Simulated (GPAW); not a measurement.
# CoO (P-6m2) in GPAW: single point with PBE

Aim: the single point of CoO with PBE.

Everything below comes from runs of GPAW 26.7.0. Logs are shortened: lines on timing, memory, paths and dates and some standing lists are left out, and cuts for length are marked. The log counts tension as positive stress, the text compression.

**1. Starting point**

Symmetry: P-6m2, No. 187, hexagonal system. Conventional cell: a = 2.828 Å, b = 2.828 Å, c = 2.722 Å, α = 90.00°, β = 90.00°, γ = 120.00°. Co (site symmetry -6m2) is surrounded by 6 O at 2.13 Å. O (site symmetry -6m2) is surrounded by 6 Co at 2.13 Å.

The cell was built by a generator and needn't be a form met in nature.

**2. Single point, PBE**

run.py reads:

```python
from ase.dft.bandgap import bandgap
from ase.io import read, write
from ase.units import GPa
from gpaw import GPAW, PW

atoms = read('CoO.xyz')

calc = GPAW(mode=PW(800),
            xc='PBE',
            kpts={'size': (8, 8, 8), 'gamma': True},
            occupations={'name': 'fermi-dirac', 'width': 0.05},
            nbands=30,
            convergence={'density': 1e-05, 'energy': 1e-05},
            maxiter=150,
            txt='gpaw.txt')
atoms.calc = calc
energy = atoms.get_potential_energy()
forces = atoms.get_forces()
stress = atoms.get_stress()
calc.write('gs.gpw')
write('result.traj', atoms)
print(f'Energy: {energy:.6f} eV')
print('Forces (eV/A):')
print(forces.round(4))
print('Stress (GPa):', (stress / GPa).round(3))
print('Fermi level:', round(calc.get_fermi_level(), 4), 'eV')
print(f'Gap: {bandgap(calc)[0]:.4f} eV, direct: {bandgap(calc, direct=True)[0]:.4f} eV')
```

CoO.xyz reads:

```xyz
4
Lattice="-1.4142284151 2.4495063616 2.7217200000 2.8284489434 0.0000045535 2.7217200000 1.4142205283 2.4495109150 0.0000000000" Properties=species:S:1:pos:R:3 pbc="T T T"
Co     1.4142205283      2.4495109150      1.3608600000
Co     1.4142205283      2.4495109151      4.0825800000
O     -0.0000052577      3.2660115177      2.7217200000
O      1.4142231574      0.8165051561      2.7217200000
```

Potentials or basis: GPAW PAW data sets (gpaw-data 1.2.1), pw.

The run is started by

```sh
$ OMP_NUM_THREADS=1 python run.py
```

gpaw.txt:

```text
__  _  _
 | _ |_)|_||  |
 |__||  | ||/\| - 26.7.0

Input parameters:
  mode=PW(ecut=800.0),
  convergence={'density': 1e-05, 'energy': 1e-05},
  kpts=MonkhorstPack(size=(8, 8, 8), gamma=True),
  maxiter=150,
  nbands=30,
  occupations=Occupations(name='fermi-dirac', width=0.05),
  xc=XC(name='PBE')

Diagonalizing LCAO Hamiltonian
Converting LCAO to pw mode

           Co
         O

          OCo

Atoms  # Å, Bohr magnetons
|   | symbol |         x |        y |        z |    initial magnetic moments |
|---|--------|-----------|----------|----------|-----------------------------|
| 0 |     Co |  1.414221 | 2.449511 | 1.360860 | ( 0.0000,  0.0000,  0.0000) |
| 1 |     Co |  1.414221 | 2.449511 | 4.082580 | ( 0.0000,  0.0000,  0.0000) |
| 2 |      O | -0.000005 | 3.266012 | 2.721720 | ( 0.0000,  0.0000,  0.0000) |
| 3 |      O |  1.414223 | 0.816505 | 2.721720 | ( 0.0000,  0.0000,  0.0000) |

Unit cell  # Å
| periodic |         x |        y |        z |  lengths |    angles |
|----------|-----------|----------|----------|----------|-----------|
|      yes | -1.414228 | 2.449506 | 2.721720 | 3.925288 | 68.882266 |
|      yes |  2.828449 | 0.000005 | 2.721720 | 3.925288 | 68.882266 |
|      yes |  1.414221 | 2.449511 | 0.000000 | 2.828449 | 77.222480 |

Number of symmetries: 4
Symmetry operations  # r_c * U_cc + t_c -> r_c
|   | kind |            matrix            |
|---|------|------------------------------|
| 0 |  E   |  1, 0, 0,  0, 1, 0,  0, 0, 1 |
| 1 |  σ   |  1, 0,-1,  0, 1,-1,  0, 0,-1 |
| 2 |  σ   |  0,-1, 1, -1, 0, 1,  0, 0, 1 |
| 3 |  C2  |  0,-1, 0, -1, 0, 0,  0, 0,-1 |

BZ-sampling:
  Number of BZ points: 512
  Number of IBZ points: 95

  Monkhorst-Pack size: [8, 8, 8]
  Monkhorst-Pack shift: [0.0625, 0.0625, 0.0625]

K-points  # in reciprocal-cell coordinates
|     |                                coordinates |     weight |
|-----|--------------------------------------------|------------|
|   0 | (  0.00000000,   0.00000000,   0.00000000) | 0.00195312 |
|   1 | (  0.12500000,  -0.12500000,   0.00000000) | 0.00390625 |
|   2 | (  0.12500000,   0.00000000,   0.00000000) | 0.00781250 |
|   3 | (  0.12500000,   0.00000000,   0.12500000) | 0.00781250 |
|   4 | (  0.12500000,   0.12500000,   0.00000000) | 0.00390625 |
|   5 | (  0.12500000,   0.12500000,   0.12500000) | 0.00781250 |
|   6 | (  0.12500000,   0.12500000,   0.25000000) | 0.00390625 |
|   7 | (  0.25000000,  -0.25000000,   0.00000000) | 0.00390625 |
|   8 | (  0.25000000,  -0.25000000,   0.50000000) | 0.00390625 |
|   9 | (  0.25000000,  -0.12500000,   0.00000000) | 0.00781250 |
| ... |                                            |            |
|  94 | (  0.50000000,   0.50000000,   0.50000000) | 0.00390625 |

Plane wave coefficients: 1961
Cutoff: 800.0 eV

Spin-components: 1 (collinear spins)
Bands:           30
Projectors:      22
Spin-degeneracy: 2
Datatype:        complex128

Parallelization:
  kpt:    1
  domain: 1
  band:   1

Density:
  Valence electrons: 30.0
  Components: 1
  Grid points: [27 27 27]
  Charge: 0.0  # |e|

Potential:
  Grid points: [27 27 27]

species:
  Co:
    name:    Cobalt
    Z:       27.0
    valence: 9
    core:    18
    charge:  0.0  # [|e|]
    compensation charges:
      type: gauss
      rc: 0.32  # [Å]
      lmax: 2
    cutoffs:
      filter: 1.87  # [Å]
      core: 2.55  # [Å]
    projectors
    | kind |    occ | energy [eV] | rcut [Å] |
    |------|--------|-------------|----------|
    |   4s |  2.000 |      -5.469 |    1.005 |
    |   4p |  0.000 |      -1.277 |    1.058 |
    |   3d |  7.000 |      -8.205 |    1.005 |
    |    s |        |      21.742 |    1.005 |
    |    p |        |      25.934 |    1.058 |
    |    d |        |      19.007 |    1.005 |

    Using partial waves for Co as LCAO basis

  O:
    name:    Oxygen
    Z:       8.0
    valence: 6
    core:    2
    charge:  0.0  # [|e|]
    compensation charges:
      type: gauss
      rc: 0.21  # [Å]
      lmax: 2
    cutoffs:
      filter: 1.17  # [Å]
      core: 0.83  # [Å]
    projectors
    | kind |    occ | energy [eV] | rcut [Å] |
    |------|--------|-------------|----------|
    |   2s |  2.000 |     -23.961 |    0.688 |
    |   2p |  4.000 |      -9.029 |    0.598 |
    |    s |        |       3.251 |    0.688 |
    |    p |        |      18.182 |    0.598 |
    |    d |        |       0.000 |    0.619 |

    Using partial waves for O as LCAO basis

Reference energy: -79887.124414  # eV

eigensolver:
  PPCG
  Converge bands: occupied
  niter=2

density mixing:
  MSR1-Mixer
  Pratt-step length: 0.05
  Maximum mixing coefficient: 0.75
  Old densities: 10
  SVD Regularization: 0.005
  Good broyden scale: 1.0
  Trust region scale: 1.0
  Backstep threshold: 4.0
  History deletion threshold: 6.0
  Fourier metric: weight=20.0, sigma=0.015

occupation numbers:
  Fermi-Dirac:
    width: 0.0500  # eV

poisson solver:
  ecut: 6400.0  # eV

xc functional:
  name: PBE with 2 nearest neighbor stencil

convergence criteria:
- Maximum integral of absolute [dens]ity change: 1e-05 electrons / valence electron
- Maximum [total energy] change in last 3 cyles: 1e-05 eV / valence electron
- Maximum integral of absolute [eigenst]ate change: 4e-08 eV^2 / valence electron
maximum number of iterations: 150

SCF iterations
|iter     | |      energy | eigst |  dens |
|---------|-|-------------|-------|-------|
|iter:   1| |  -28.024481 | +0.12 |       |
|iter:   2| |  -27.876050 | -2.04 | -1.14 |
|iter:   3| |  -27.561685 | -1.83 | -1.19 |
|iter:   4| |  -27.510984 | -2.66 | -1.57 |
|iter:   5| |  -27.511981 | -3.82 | -1.89 |
|iter:   6| |  -27.514066 | -4.08 | -2.20 |
|iter:   7| |  -27.514061 | -5.60 | -3.10 |
|iter:   8| |  -27.514065c| -6.88 | -3.55 |
|iter:   9| |  -27.514072c| -6.75 | -3.88 |
|iter:  10| |  -27.514072c| -7.18 | -4.11 |
|iter:  11| |  -27.514072c| -8.34c| -4.99 |
|iter:  12| |  -27.514073c| -8.50c| -5.17c|

Converged in 12 steps
Energy contributions relative to reference atoms: (reference = -79887.124414)

Energy contributions:
  Kinetic:          41.637791
  Coulomb:         -38.567210
  Zero:              0.224554
  External:          0.000000
  Xc:              -30.767920
  Entropy:          -0.082576
  Spinorbit:         0.000000
  ----------------------------
  Free energy:     -27.555360
  Extrapolated:    -27.514073

dipole moment: (2.503985, 7.758379, -0.000003)  # |e|*Ang

Fermi level: 8.796
Eigenvalues  # (at kpt = [0.000, 0.000, 0.000])
| band index |      eig [eV] | occ [0-2] |
|------------|---------------|-----------|
|          0 |       -11.753 |     2.000 |
|        ... |               |           |
|          7 |         5.050 |     2.000 |
|          8 |         6.016 |     2.000 |
|          9 |         7.404 |     2.000 |
|         10 |         8.239 |     2.000 |
|         11 |         8.240 |     2.000 |
|         12 |         8.597 |     1.963 |
[... 8 lines left out ...]
|         21 |        20.841 |     0.000 |
|         22 |        23.331 |     0.000 |
|        ... |               |           |
|         29 |        32.645 |     0.000 |

No gap
No difference between direct/indirect transitions

Forces  # eV/Ang
|        x |        y |        z |
|----------|----------|----------|
| -0.00561 |  0.00324 |  0.00002 |  # Co   0
| -0.00561 |  0.00324 | -0.00002 |  # Co   1
|  0.00563 | -0.00325 | -0.00000 |  # O    2
|  0.00560 | -0.00323 | -0.00000 |  # O    3

Stress tensor  # eV/Ang^3
|         x |         y |         z |
|-----------|-----------|-----------|
|  0.070132 |  0.000039 | -0.000000 |
|  0.000039 |  0.070177 | -0.000000 |
| -0.000000 | -0.000000 |  0.076458 |

# Writing to gs.gpw (mode='')
```

Run time: 2.7 min. Hardware: 1 thread of Arm Neoverse V1, shared host; peak memory 0.28 GiB.

Results:

```yaml
Free_energy: -27.5554 eV
Pressure: -11.6 GPa
Largest_force: 0.006 eV/Å
Band_gap_on_the_k_mesh: none (metal or under the smearing width)
```

Forces in eV/Å, atoms in the order of the input:
```
Co  -0.006  0.003  0.000
Co  -0.006  0.003  0.000
O    0.006 -0.003  0.000
O    0.006 -0.003  0.000
```

Levels at points of the mesh, in eV from the Fermi level:
```tsv
k point	band 12	band 13	band 14	band 15	band 16	band 17	band 18	band 19
(0.00, 0.00, 0.00)	-0.56	-0.20	-0.20	-0.02	0.20	0.20	1.08	1.17
(0.50, 0.00, 0.00)	-0.90	-0.60	-0.60	0.07	0.07	0.51	0.51	5.33
(0.50, 0.00, 0.50)	-0.26	-0.20	-0.20	-0.11	-0.02	0.80	1.17	5.87
(0.50, 0.50, 0.00)	-0.73	-0.40	-0.26	-0.11	0.08	0.08	0.80	5.93
(0.50, 0.50, 0.50)	-0.57	-0.30	-0.30	-0.04	-0.04	0.71	0.71	7.01
```

Caveat: the run has no spin polarisation, though such a crystal can be magnetic; semilocal functionals often make such compounds metallic where correlation or magnetic order opens a gap, which also shifts bond lengths.
